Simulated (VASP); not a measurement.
Runs of VASP 6.6.1 on HfB2. Symmetry: P6/mmm, No. 191, hexagonal system. Conventional cell: a = 3.140 Å, b = 3.140 Å, c = 3.480 Å, α = 90.00°, β = 90.00°, γ = 120.00°. Around Hf (site symmetry 6/mmm) lie 12 B at 2.51 Å. B (site symmetry -6m2) is surrounded by 3 B at 1.81 Å. 

```tsv
task	level	potentials or basis	U	cell	k mesh	cutoff (eV)	smearing	LDAUTYPE	hund's J	ladder	gap on the mesh (eV)	pressure (GPa)
electron localisation function	LDA+U	VASP PAW LDA potentials, release 64 (Hf_pv, B)	Hf d U = 4.5 eV, J = 0.5 eV	as given	10 × 10 × 8	520	tetrahedron	2	0.5	-	none	(a)
single point	LDA+U	VASP PAW LDA potentials, release 64 (Hf_pv, B)	Hf d U = 2 eV	as given	10 × 10 × 8	520	fermi-dirac 0.05 eV	-	-	-	none	-4.1
relaxation of cell and atoms	PBEsol	VASP PAW PBE potentials, release 64 (Hf_pv, B)	-	relaxed	8 × 8 × 8	600	fermi-dirac 0.05 eV	-	-	gaps	none	0.0
single point	LDA	VASP PAW LDA potentials, release 64 (Hf_pv, B)	-	as given	10 × 10 × 8	520	fermi-dirac 0.05 eV	-	-	-	none	-9.7
single point	PBEsol	VASP PAW PBE potentials, release 64 (Hf_pv, B)	-	as given	10 × 10 × 8	520	fermi-dirac 0.05 eV	-	-	free	none	-4.4
```

Alike in all rows: no spin polarisation.

**Question.** Estimate the missing entries.

**Answer.** (a) 1.7.

Caveats: U without spin polarisation on a metal has little footing (some runs); the U is typed as a test and isn't derived for this compound (some runs); the PAW data sets were made with another functional, which shifts forces and pressure a little (some runs).

A k mesh can miss the band edges, and the runs leave out spin-orbit coupling on Hf.

A gap of «none» marks a metal or a gap under the smearing width.

Not every run made on this cell is shown here.
